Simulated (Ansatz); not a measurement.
MnO in Ansatz: the effect of starting spin order

Crystal: MnO.

```
CELL_PARAMETERS angstrom
0.00000 2.22200 2.22200
2.22200 0.00000 2.22200
2.22200 2.22200 0.00000
ATOMIC_POSITIONS crystal
Mn 0.00000 0.00000 0.00000
O 0.50000 0.50000 0.50000
```

Alike in all runs:

```yaml
Program: Ansatz 0.2.0
Task: single point
Functional: PBE
Potentials_or_basis: Ansatz PAW
Cutoff: "420 eV (not typed: the program's choice for these potentials)"
k_mesh: 10 × 10 × 10
Occupations: fermi-dirac, width 0.05 eV
```

```csv
starting spin order,spin,starting moments,energy over the lowest run (meV/atom),final net moment (μB),final largest site moment (μB)
spin off,no spin polarisation,-,?,?,?
fm,"collinear spin, ferromagnetic start","[4.0, 0.0] μB",0.0,4.79,4.06
random,"collinear spin, random start","[-4.2, 0.0] μB",0.0,-4.79,4.06
"ferromagnetic start, larger moments","collinear spin, ferromagnetic start","[5.5, 0.0] μB",0.0,4.79,4.06
```

Q: What does the run with starting spin order spin off give?

A: Energy over the lowest run 1081.1 meV/atom; final net moment 0.00 μB; final largest site moment 0.00 μB.

Caveats: a cell with one magnetic atom can't hold antiferromagnetic order, which such compounds often take (some runs); an odd number of electrons without spin polarisation forces a metal (some runs); a magnetic or distorted state may lie lower (some runs).
